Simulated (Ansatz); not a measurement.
The system is SiC.

```
CELL_PARAMETERS angstrom
3.07569 0.00000 0.00000
-1.53785 2.66363 0.00000
0.00000 0.00000 10.07065
ATOMIC_POSITIONS crystal
Si 0.00000 0.00000 0.18789
Si 0.00000 0.00000 0.68789
Si 0.33333 0.66667 0.43784
Si 0.66667 0.33333 0.93784
C 0.00000 0.00000 0.00046
C 0.00000 0.00000 0.50046
C 0.33333 0.66667 0.24980
C 0.66667 0.33333 0.74980
```

The cell is a database's computed one.

Base run:

```yaml
Program: Ansatz 0.2.0
Functional: LDA
Potentials_or_basis: all-electron LAPW, scalar-relativistic
Cutoff: 321 eV (chosen from the basis error)
Basis_error_allowed: 0.002 eV/atom
k_mesh: 10 × 10 × 3
Occupations: fermi-dirac, width 0.05 eV
Spin: no spin polarisation
```

Its results: band gap on the k mesh 2.18 eV, indirect (least direct gap 3.30 eV); pressure -3.8 GPa; largest force 0.004 eV/Å.

The run is repeated on the same cell with these changes: functional from LDA to PBE. What comes out?

Band gap on the k mesh 2.23 eV, indirect (least direct gap 3.35 eV); pressure 3.9 GPa; largest force 0.005 eV/Å.

PBE binds less tightly than LDA, so the same cell stands under more pressure.
